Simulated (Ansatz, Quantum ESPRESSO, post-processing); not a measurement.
# LiH(001): dielectric constant from slabs in a field, part 6 of 7

Wanted: electronic and ionic screening from finite-field slabs, the first being LiH(001), 5 layers.

Quantum ESPRESSO 7.5; plane-wave DFT, PBE, PseudoDojo norm-conserving pseudopotentials; geometry by Ansatz 0.2.0 with PAW datasets.

So far. Step 12 (Relaxed-ion response of the slab in a field, 5 layers): ε = 0.1000 / 0.0073 = 13.69.

### Step 14. Self-consistent run, 9 layers: no field

Level of this step: plane-wave DFT, PBE, PseudoDojo norm-conserving pseudopotentials (Quantum ESPRESSO 7.5).

n9.f0.in reads:

```
&control
  prefix = 'n9.f0'
  outdir = './out'
  pseudo_dir = './pseudo'
  calculation = 'scf'
  tprnfor = .true.
  tefield = .true.
  dipfield = .true.
/
&system
  ibrav = 0
  nat = 18
  ntyp = 2
  ecutwfc = 66
  ecutrho = 264
  occupations = 'fixed'
  edir = 3
  emaxpos = 0.97
  eopreg = 0.04
  eamp = 0.0
/
&electrons
  conv_thr = 1e-10
  mixing_beta = 0.5
  electron_maxstep = 120
/
ATOMIC_SPECIES
  Li  6.9400  Li.dojo-sr-pbe-0.4.1-standard.upf
  H   1.0080  H.dojo-sr-pbe-0.4.1-standard.upf
CELL_PARAMETERS angstrom
  2.82842712470000 0.00000000000000 0.00000000000000
  0.00000000000000 2.82842712470000 0.00000000000000
  0.00000000000000 0.00000000000000 32.00000000000000
ATOMIC_POSITIONS crystal
  Li  0.000000000000 0.000000000000 0.251380480494
  H   0.500000000000 0.500000000000 0.249653973076
  Li  0.500000000000 0.500000000000 0.312195236727
  H   -0.000000000000 0.000000000000 0.312394175053
  Li  -0.000000000000 0.000000000000 0.374790020410
  H   0.500000000000 0.500000000000 0.374777087372
  Li  0.500000000000 0.500000000000 0.437374867980
  H   0.000000000000 0.000000000000 0.437381915483
  Li  0.000000000000 0.000000000000 0.499999998462
  H   0.500000000000 0.500000000000 0.500000000199
  Li  0.500000000000 0.500000000000 0.562625129719
  H   0.000000000000 0.000000000000 0.562618086349
  Li  0.000000000000 0.000000000000 0.625209978760
  H   0.500000000000 0.500000000000 0.625222916664
  Li  0.500000000000 0.500000000000 0.687804761698
  H   0.000000000000 0.000000000000 0.687605826608
  Li  -0.000000000000 0.000000000000 0.748619517568
  H   0.500000000000 0.500000000000 0.750346027377
K_POINTS automatic
  8 8 1 0 0 0
```

The run is started by

```
$ OMP_NUM_THREADS=1 mpirun -n 4 pw.x -nk 4 -in n9.f0.in > n9.f0.out
```

The program printed:

```text
[banner, memory and clock lines left out]
Program PWSCF v.7.5 starts
[...]
number of electrons       =        36.00
     number of Kohn-Sham states=           18
     kinetic-energy cutoff     =      66.0000  Ry
     charge density cutoff     =     264.0000  Ry
[...]
number of k points=    34
[...]
Dense  grid:   125081 G-vectors     FFT dimensions: (  27,  27, 320)
[...]
negative rho (up, down):  3.387E-05 0.000E+00
[...]
Starting wfcs are   27 randomized atomic wfcs
[...]
negative rho (up, down):  8.023E-08 0.000E+00
[...]
estimated scf accuracy    <       0.68096930 Ry
[...]
estimated scf accuracy    <       0.05353705 Ry
[...]
estimated scf accuracy    <       0.00186385 Ry
[...]
estimated scf accuracy    <       0.00046270 Ry
[...]
estimated scf accuracy    <       0.00008498 Ry
[...]
estimated scf accuracy    <       0.00000559 Ry
[...]
estimated scf accuracy    <       0.00000089 Ry
[...]
estimated scf accuracy    <       0.00000016 Ry
[...]
estimated scf accuracy    <       0.00000002 Ry
[...]
estimated scf accuracy    <       0.00000003 Ry
[...]
estimated scf accuracy    <          4.3E-10 Ry
[...]
Total length         58.0524 bohr
[...]
estimated scf accuracy    <          4.1E-10 Ry
[...]
Computed dipole along edir(3) :
        Dipole                0.0000 Ry au,          0.0000 Debye
        Dipole field          0.0000 Ry au,
        Potential amp.       -0.0000 Ry
        Total length         58.0524 bohr
[...]
highest occupied level (ev):    -1.1623
!    total energy              =    -140.69837127 Ry
     estimated scf accuracy    <          8.3E-11 Ry
[...]
one-electron contribution =   -1185.37348988 Ry
     hartree contribution      =     583.62167732 Ry
     xc contribution           =     -37.02947858 Ry
     ewald contribution        =     498.08291988 Ry
     electric field correction =       0.00000000 Ry
     convergence has been achieved in  13 iterations
[...]
Total force =     0.000127     Total SCF correction =     0.000018
[...]
```

Elapsed: 62 s, on 4 MPI ranks of Arm Neoverse V1, shared host; peak memory 0.7 GiB; 4.1 min of CPU time.

Numbers from this step:

```
free energy                    : -1914.2989 eV
dipole along the normal        : 0 e·Å
valence top, on the run's zero : -1.162 eV
```

### Step 15. Electrostatic potential, 9 layers

n9.f0.pot.in reads:

```
&inputpp
  prefix = 'n9.f0'
  outdir = './out'
  filplot = 'n9.f0.pot.dat'
  plot_num = 11
/
```

The run is started by

```
$ OMP_NUM_THREADS=1 mpirun -n 4 pp.x -in n9.f0.pot.in > n9.f0.pot.out
```

Elapsed: 0.77 s, on 4 MPI ranks; peak memory 0.11 GiB; 2.8 s of CPU time.

Numbers from this step:

* slope of the potential above: 4.83e-5 eV/Å
* upper vacuum line continued to the top atoms, over the valence top: 4.102 eV
* slope of the potential below: -3.30e-5 eV/Å
* lower vacuum line continued to the bottom atoms, over the valence top: 4.102 eV
* vacuum level at the upper face over the valence top of the mesh: 4.103 eV
* vacuum level at the lower face over the valence top of the mesh: 4.103 eV

### Step 16. SCF with pw.x, 9 layers: field 0.1 V/Å

n9.f1.in is the input of step 14 with these lines changed:

```diff
@@ -1,3 +1,3 @@
 &control
-  prefix = 'n9.f0'
+  prefix = 'n9.f1'
   outdir = './out'
@@ -19,3 +19,3 @@
   eopreg = 0.04
-  eamp = 0.0
+  eamp = 0.00194469
 /
```

The run is started by

```
$ OMP_NUM_THREADS=1 mpirun -n 4 pw.x -nk 4 -in n9.f1.in > n9.f1.out
```

The program printed:

```text
[banner, memory and clock lines left out]
Program PWSCF v.7.5 starts
[...]
number of electrons       =        36.00
     number of Kohn-Sham states=           18
     kinetic-energy cutoff     =      66.0000  Ry
     charge density cutoff     =     264.0000  Ry
[...]
number of k points=    34
[...]
Dense  grid:   125081 G-vectors     FFT dimensions: (  27,  27, 320)
[...]
negative rho (up, down):  3.387E-05 0.000E+00
[...]
Starting wfcs are   27 randomized atomic wfcs
[...]
negative rho (up, down):  3.878E-07 0.000E+00
[...]
estimated scf accuracy    <       0.68159458 Ry
[...]
negative rho (up, down):  3.003E-08 0.000E+00
[...]
estimated scf accuracy    <       0.05360374 Ry
[...]
estimated scf accuracy    <       0.00187491 Ry
[...]
estimated scf accuracy    <       0.00044340 Ry
[...]
estimated scf accuracy    <       0.00008093 Ry
[...]
estimated scf accuracy    <       0.00000567 Ry
[...]
estimated scf accuracy    <       0.00000134 Ry
[...]
estimated scf accuracy    <       0.00000016 Ry
[...]
estimated scf accuracy    <       0.00000006 Ry
[...]
estimated scf accuracy    <       0.00000001 Ry
[...]
estimated scf accuracy    <          1.1E-09 Ry
[...]
estimated scf accuracy    <          2.1E-10 Ry
[...]
Computed dipole along edir(3) :
        Dipole                0.1216 Ry au,          0.3092 Debye
        Dipole field          0.0009 Ry au,
        E field amplitude [Ha a.u.]:  1.9447E-03
        Potential amp.        0.1231 Ry
        Total length         58.0524 bohr
[...]
highest occupied level (ev):    -0.9636
!    total energy              =    -140.69860784 Ry
     estimated scf accuracy    <          2.2E-11 Ry
[...]
one-electron contribution =   -1185.37211486 Ry
     hartree contribution      =     583.62036236 Ry
     xc contribution           =     -37.02940974 Ry
     ewald contribution        =     498.08291988 Ry
     electric field correction =      -0.00036548 Ry
     convergence has been achieved in  13 iterations
[...]
Total force =     0.003858     Total SCF correction =     0.000009
[...]
```

It took 62 s on 4 MPI ranks; peak memory 0.69 GiB; 4.1 min of CPU time.

Numbers from this step:

```
free energy                    : -1914.3021 eV
dipole along the normal        : 0.06437 e·Å
valence top, on the run's zero : -0.9636 eV
```

### Step 17. Potential by pp.x, 9 layers

n9.f1.pot.in reads:

```
&inputpp
  prefix = 'n9.f1'
  outdir = './out'
  filplot = 'n9.f1.pot.dat'
  plot_num = 11
/
```

The run is started by

```
$ OMP_NUM_THREADS=1 mpirun -n 4 pp.x -in n9.f1.pot.in > n9.f1.pot.out
```

Elapsed: 0.79 s, on 4 MPI ranks; peak memory 0.11 GiB; 2.9 s of CPU time.

This step gave:

| Item | Value |
| --- | --- |
| slope of the potential above | 0.1000 eV/Å |
| upper vacuum line continued to the top atoms, over the valence top | 3.995 eV |
| slope of the potential below | 0.09996 eV/Å |
| lower vacuum line continued to the bottom atoms, over the valence top | 3.849 eV |

The slope in the vacuum is 0.100 eV/Å for an applied 0.10 V/Å, as it should be.

### Step 18. Clamped-ion dielectric constant from the field inside the slab, 9 layers

Numbers from this step:

```
change of slope in the vacuum : 0.09999 eV/Å
polarisability a cell         : 9.271 Å³
sheet polarisability 4πα/A    : 14.56 Å
change of slope inside        : 0.02278 eV/Å
dielectric constant           : 4.390
```

Running mean over one layer period, set to zero at the slab's centre. Change of the potential energy, second field less first against z:

z (Å), change of the potential energy, second field less first (eV) and a bar from the least value:
```
        0     -0.278 #########
        2     -0.671 
        4     -0.471 ####
        6     -0.279 #########
        8     -0.180 ###########
       10     -0.137 ############
       12     -0.091 #############
       14     -0.046 ##############
       16      0.000 ###############
       18      0.045 ################
       20      0.091 #################
       22      0.137 ##################
       24      0.180 ###################
       26      0.281 #####################
       28      0.473 ##########################
       30      0.673 ##############################
```

ε = 0.1000 / 0.0228 = 4.39.

### Step 19. By thickness

Table of sheet polarisability 4πα/A by layers:

```tsv
layers	sheet polarisability 4πα/A (Å)
5.00	8.35
9.00	14.6
```

The dielectric constant by layers:

```tsv
layers	dielectric constant
5.00	4.34
9.00	4.39
```

### Step 20. SCF with pw.x, 5 layers, with K_POINTS = [4, 4, 1]

A sensitivity test on the input.

n5.f1.w0.in reads:

```
&control
  prefix = 'n5.f1.w0'
  outdir = './out'
  pseudo_dir = './pseudo'
  calculation = 'scf'
  tprnfor = .true.
  tefield = .true.
  dipfield = .true.
/
&system
  ibrav = 0
  nat = 10
  ntyp = 2
  ecutwfc = 66
  ecutrho = 264
  occupations = 'fixed'
  edir = 3
  emaxpos = 0.97
  eopreg = 0.04
  eamp = 0.00194469
/
&electrons
  conv_thr = 1e-10
  mixing_beta = 0.5
  electron_maxstep = 120
/
ATOMIC_SPECIES
  Li  6.9400  Li.dojo-sr-pbe-0.4.1-standard.upf
  H   1.0080  H.dojo-sr-pbe-0.4.1-standard.upf
CELL_PARAMETERS angstrom
  2.82842712470000 0.00000000000000 0.00000000000000
  0.00000000000000 2.82842712470000 0.00000000000000
  0.00000000000000 0.00000000000000 24.00000000000000
ATOMIC_POSITIONS crystal
  Li  0.000000000000 0.000000000000 0.335481629315
  H   0.500000000000 0.500000000000 0.333157298721
  Li  0.500000000000 0.500000000000 0.416594117981
  H   -0.000000000000 0.000000000000 0.416850447819
  Li  -0.000000000000 0.000000000000 0.499999968478
  H   0.500000000000 0.500000000000 0.500000070519
  Li  0.500000000000 0.500000000000 0.583405803976
  H   -0.000000000000 0.000000000000 0.583149634308
  Li  0.000000000000 0.000000000000 0.664518293867
  H   0.500000000000 0.500000000000 0.666842735015
K_POINTS automatic
  4 4 1 0 0 0
```

The run is started by

```
$ OMP_NUM_THREADS=1 mpirun -n 4 pw.x -nk 1 -in n5.f1.w0.in > n5.f1.w0.out
```

The program printed:

```text
[banner, memory and clock lines left out]
Program PWSCF v.7.5 starts
[citation notice left out]

[...]
bravais-lattice index     =            0
     lattice parameter (alat)  =       5.3450  a.u.
     unit-cell volume          =    1295.6802 (a.u.)^3
     number of atoms/cell      =           10
     number of atomic types    =            2
     number of electrons       =        20.00
     number of Kohn-Sham states=           10
     kinetic-energy cutoff     =      66.0000  Ry
     charge density cutoff     =     264.0000  Ry
     scf convergence threshold =      1.0E-10
     mixing beta               =       0.5000
     number of iterations used =            8  plain     mixing
     Exchange-correlation= PBE
                           (   1   4   3   4   0   0   0)

[...]
PseudoPot. # 1 for Li read from file:
     ./pseudo/Li.dojo-sr-pbe-0.4.1-standard.upf
     Pseudo is Norm-conserving, Zval =  3.0
     Generated using ONCVPSP code by D. R. Hamann
     Using radial grid of 1944 points,  4 beta functions with:
                l(1) =   0
                l(2) =   0
                l(3) =   1
                l(4) =   1

     PseudoPot. # 2 for H  read from file:
     ./pseudo/H.dojo-sr-pbe-0.4.1-standard.upf
     Pseudo is Norm-conserving, Zval =  1.0
     Generated using ONCVPSP code by D. R. Hamann
     Using radial grid of 1166 points,  3 beta functions with:
                l(1) =   0
                l(2) =   0
                l(3) =   1

     atomic species   valence    mass     pseudopotential
     Li                3.00     6.94000     Li( 1.00)
     H                 1.00     1.00800     H ( 1.00)

     No symmetry found

[...]
number of k points=    10
[...]
Dense  grid:    93819 G-vectors     FFT dimensions: (  27,  27, 240)

     Initial potential from superposition of free atoms

     starting charge      19.9772, renormalised to      20.0000

     negative rho (up, down):  3.508E-05 0.000E+00

     Adding external electric field

     Computed dipole along edir(3) :
        Dipole               -0.0000 Ry au,         -0.0000 Debye
        Dipole field         -0.0000 Ry au,

        E field amplitude [Ha a.u.]:  1.9447E-03
        Potential amp.        0.1693 Ry
        Total length         43.5393 bohr

     Starting wfcs are   15 randomized atomic wfcs

     per-process dynamical memory:    19.2 Mb

     Self-consistent Calculation

     iteration #  1     ecut=    66.00 Ry     beta= 0.50
     Davidson diagonalization with overlap
     ethr =  1.00E-02,  avg # of iterations =  2.0

     negative rho (up, down):  2.246E-06 0.000E+00

     Adding external electric field

     Computed dipole along edir(3) :
        Dipole                0.0693 Ry au,          0.1762 Debye
        Dipole field          0.0007 Ry au,

        E field amplitude [Ha a.u.]:  1.9447E-03
        Potential amp.        0.1108 Ry
        Total length         43.5393 bohr

     total energy              =     -78.11318772 Ry
     estimated scf accuracy    <       0.45122871 Ry

     iteration #  2     ecut=    66.00 Ry     beta= 0.50
[...]
negative rho (up, down):  3.388E-07 0.000E+00

[...]
Dipole                0.0618 Ry au,          0.1570 Debye
[...]
E field amplitude [Ha a.u.]:  1.9447E-03
[...]
total energy              =     -78.14742994 Ry
     estimated scf accuracy    <       0.03447393 Ry

     iteration #  3     ecut=    66.00 Ry     beta= 0.50
[...]
negative rho (up, down):  8.657E-08 0.000E+00

[...]
Dipole                0.0705 Ry au,          0.1792 Debye
[...]
E field amplitude [Ha a.u.]:  1.9447E-03
[...]
total energy              =     -78.15259008 Ry
     estimated scf accuracy    <       0.00143592 Ry

     iteration #  4     ecut=    66.00 Ry     beta= 0.50
[...]
Dipole                0.0675 Ry au,          0.1715 Debye
[...]
E field amplitude [Ha a.u.]:  1.9447E-03
[...]
total energy              =     -78.15291035 Ry
     estimated scf accuracy    <       0.00022057 Ry

     iteration #  5     ecut=    66.00 Ry     beta= 0.50
[...]
Dipole                0.0715 Ry au,          0.1818 Debye
[...]
E field amplitude [Ha a.u.]:  1.9447E-03
[...]
total energy              =     -78.15294400 Ry
     estimated scf accuracy    <       0.00002131 Ry

     iteration #  6     ecut=    66.00 Ry     beta= 0.50
[...]
Dipole                0.0693 Ry au,          0.1762 Debye
[...]
E field amplitude [Ha a.u.]:  1.9447E-03
[...]
total energy              =     -78.15294831 Ry
     estimated scf accuracy    <       0.00000191 Ry

     iteration #  7     ecut=    66.00 Ry     beta= 0.50
[...]
Dipole                0.0698 Ry au,          0.1774 Debye
[...]
E field amplitude [Ha a.u.]:  1.9447E-03
[...]
total energy              =     -78.15294868 Ry
     estimated scf accuracy    <       0.00000020 Ry

     iteration #  8     ecut=    66.00 Ry     beta= 0.50
[...]
Dipole                0.0697 Ry au,          0.1773 Debye
[...]
E field amplitude [Ha a.u.]:  1.9447E-03
[...]
total energy              =     -78.15294874 Ry
     estimated scf accuracy    <       0.00000006 Ry

     iteration #  9     ecut=    66.00 Ry     beta= 0.50
[...]
Dipole                0.0697 Ry au,          0.1772 Debye
[...]
E field amplitude [Ha a.u.]:  1.9447E-03
[...]
total energy              =     -78.15294876 Ry
     estimated scf accuracy    <       0.00000001 Ry

     iteration # 10     ecut=    66.00 Ry     beta= 0.50
[...]
Dipole                0.0697 Ry au,          0.1773 Debye
[...]
E field amplitude [Ha a.u.]:  1.9447E-03
[...]
total energy              =     -78.15294877 Ry
     estimated scf accuracy    <          1.7E-09 Ry

     iteration # 11     ecut=    66.00 Ry     beta= 0.50
[...]
Dipole                0.0697 Ry au,          0.1772 Debye
[...]
E field amplitude [Ha a.u.]:  1.9447E-03
[...]
End of self-consistent calculation

          k = 0.0000 0.0000 0.0000 ( 11709 PWs)   bands (ev):

   -46.8211 -46.6508 -46.6089 -46.5661 -46.4769  -7.6061  -6.9497  -5.9468
    -4.6946  -3.2794

          k = 0.0000 0.2500 0.0000 ( 11712 PWs)   bands (ev):

   -46.8126 -46.6419 -46.5972 -46.5612 -46.4705  -6.8925  -6.2947  -5.3949
    -4.3396  -3.3402

[...]
highest occupied level (ev):    -1.8134

!    total energy              =     -78.15294877 Ry
     estimated scf accuracy    <          6.8E-11 Ry

     The total energy is the sum of the following terms:
     one-electron contribution =    -504.91570412 Ry
     hartree contribution      =     246.87390386 Ry
     xc contribution           =     -20.55261703 Ry
     ewald contribution        =     200.44169252 Ry
     electric field correction =      -0.00022401 Ry

     convergence has been achieved in  11 iterations

     Forces acting on atoms (cartesian axes, Ry/au):

     atom    1 type  1   force =    -0.00000001    0.00000000    0.00090947
     atom    2 type  2   force =     0.00000002    0.00000001   -0.00055718
     atom    3 type  1   force =     0.00000001   -0.00000000    0.00075745
     atom    4 type  2   force =    -0.00000001    0.00000001   -0.00126096
     atom    5 type  1   force =    -0.00000000    0.00000002    0.00092364
     atom    6 type  2   force =    -0.00000002   -0.00000003   -0.00091655
     atom    7 type  1   force =     0.00000002    0.00000001    0.00109399
     atom    8 type  2   force =    -0.00000001   -0.00000002   -0.00054555
     atom    9 type  1   force =    -0.00000000   -0.00000000    0.00092863
     atom   10 type  2   force =     0.00000001   -0.00000000   -0.00133294

     Total force =     0.003021     Total SCF correction =     0.000014

[...]
```

Run time: 6.4 s. Hardware: 4 MPI ranks; peak memory 0.26 GiB; 25 s of CPU time.

The changed values were drawn from a wide range, not chosen for quality; the comparison shows what they did here together.

Beside the run it was changed from:

```tsv
quantity	this run	unchanged run	difference
dipole along the normal (e·Å)	0.03689	0.03691	-2.1e-5
free energy (eV)	-1063.325	-1063.359	0.034
wall time (s)	6.4	21	
SCF iterations	11	12
```

The free energy moves by +3.4 meV an atom.

The physical values in this table move by up to 0.056 %.

(Continued in part 7 of 7.)

[Logs are printed without paths, hosts, clocks, repeated set-up lines and the standing remarks that a program may print on its own settings, such as how far it seeks lower states.]

[Hosts, paths, dates, database ids (printed as entryN), source tags and the programs' standing remarks are cut or masked in the printed files.]

[Maps of the electrostatic potential energy from Ansatz leave out the sawtooth potential of an applied field or a dipole correction, so their vacuum need not be flat; planar profiles and work functions include it.]
